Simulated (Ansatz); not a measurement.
**Ge: random displacements**

All numbers below come from DFT r2SCAN, scalar-relativistic, plane waves, PAW in Ansatz 0.2.0. The runs took a 500 eV cutoff, a Γ-centred 8×8×8 mesh and Gaussian smearing (0.15 eV). No spin polarisation. Energies are free energies at this smearing, counted from the undisturbed cell; pressure is positive in compression.

The undisturbed cell (relaxed at this level; this form isn't the usual structure):

```
Ge
1.0
    -3.48417    3.48417    3.48417
     3.48417   -3.48417    3.48417
     3.48417    3.48417   -3.48417
Ge
8
Direct
  0.50000 0.00000 0.79890
  0.79890 0.50000 0.00000
  0.00000 0.79890 0.50000
  0.70110 0.70110 0.70110
  0.50000 0.00000 0.20110
  0.20110 0.50000 0.00000
  0.00000 0.20110 0.50000
  0.29890 0.29890 0.29890
```

The atoms are displaced (Å, in the unstrained cell):

| atom | ux | uy | uz |
| --- | --- | --- | --- |
| Ge1 | -0.033 | 0.028 | 0.020 |
| Ge2 | 0.018 | 0.038 | -0.040 |
| Ge3 | 0.020 | -0.010 | 0.049 |
| Ge4 | -0.033 | -0.040 | -0.067 |
| Ge5 | -0.067 | 0.034 | -0.125 |
| Ge6 | 0.024 | -0.040 | 0.112 |
| Ge7 | 0.063 | 0.005 | 0.068 |
| Ge8 | 0.009 | -0.014 | -0.017 |

Strain (Voigt, engineering shear): (0.0202, 0.0037, 0.0290, -0.0344, -0.1594, -0.0434).

Problem. What are the energy change, the stress and the forces?

Solution. ΔE = 237.7 meV/atom; stress (xx, yy, zz, yz, xz, xy; compression positive) (1.50, -1.63, 2.59, 2.96, 12.56, 3.76) GPa.
```
atom Fx (eV/Å) Fy Fz
 Ge1       0.06   0.38  -1.29
 Ge2      -0.30  -0.05   1.39
 Ge3       0.10   0.20  -0.42
 Ge4       1.51   1.83   1.70
 Ge5       2.10  -0.44   4.10
 Ge6      -1.27   0.14  -4.02
 Ge7      -0.32  -0.45  -0.11
 Ge8      -1.87  -1.60  -1.35
```

Cost: 1 run of about 7.8 core-minutes, on Arm Neoverse V2 (shared hosts).